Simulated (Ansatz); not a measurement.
A (100) slab of GaAs (F-43m (No. 216)), 8 planes, outer planes Ga (top) and As (bottom), with 8 atoms (Ga4As4) in a surface cell of A = 16.505 Å², as cut from the bulk:

```xyz
8
Lattice="4.0626 0.0000 0.0000 0.0000 4.0626 0.0000 0.0000 0.0000 25.0544" Properties=species:S:1:pos:R:3 pbc="T T T"
As    0.0000    2.0313    7.5000
Ga    2.0313    2.0313    8.9363
As    2.0313    0.0000   10.3727
Ga    0.0000    0.0000   11.8090
As    0.0000    2.0313   13.2454
Ga    2.0313    2.0313   14.6817
As    2.0313    0.0000   16.1181
Ga    0.0000    0.0000   17.5544
```

Theory: Ansatz, DFT PBE, scalar-relativistic, plane waves, PAW. Cutoff 420 eV; k points 9×9×1 on the computed 8-atom cell (Γ-centred); Gaussian smearing, width 0.05 eV; no spin polarisation. The cell repeats along c with a dipole correction in the vacuum.

Against the same 8 atoms in the bulk, the slab as cut lies 3.126 eV higher and the relaxed slab 3.079 eV higher.

Task: Work out the surface energy before and after relaxation.

Result: The slab has two faces, so γ = (E_slab − N·E_bulk)/(2A), the mean of both. As cut: 3.126/(2 × 16.505) = 0.0947 eV/Å², and 1 eV/Å² = 16.02 J/m², so γ = 1.52 J/m². Relaxed: 3.079/(2 × 16.505) = 0.0933 eV/Å² = 1.49 J/m². Relaxation recovers 1.5 % of the cost of cutting.

Task: What is the ideal work of this cut, per area?

Result: Griffith's ideal work is 2γ: 3.03 J/m² if the new faces stay rigid, 2.99 J/m² if they relax. One thickness was run, 8 planes, so γ can still shift with it.

Relaxation barely lowers the cost of the cut, from 1.52 to 1.49 J/m², so nearly all the energy of the broken Ga–As bonds remains in the surfaces. Each outer atom loses half of its tetrahedral bonds, and with one atom per plane in the surface cell, neighbouring surface atoms are all translational copies of each other. They cannot pair into dimers, the main way in which (100) faces of zinc-blende semiconductors remove dangling bonds; what is left is mostly a change in plane spacings, which restores no missing bond.

The faces are also polar. Ga dangling orbitals lie higher in energy than those of As, so electrons tend to pass from the Ga face to the As face, but in this cell the transfer probably stays incomplete because it builds up an opposing field across the slab. The relaxed value therefore describes unreconstructed faces, and real ones, with dimers and missing atoms, should lie lower. Nor does the work of this cut measure the crystal's easiest cleavage, which in GaAs follows a nonpolar plane.
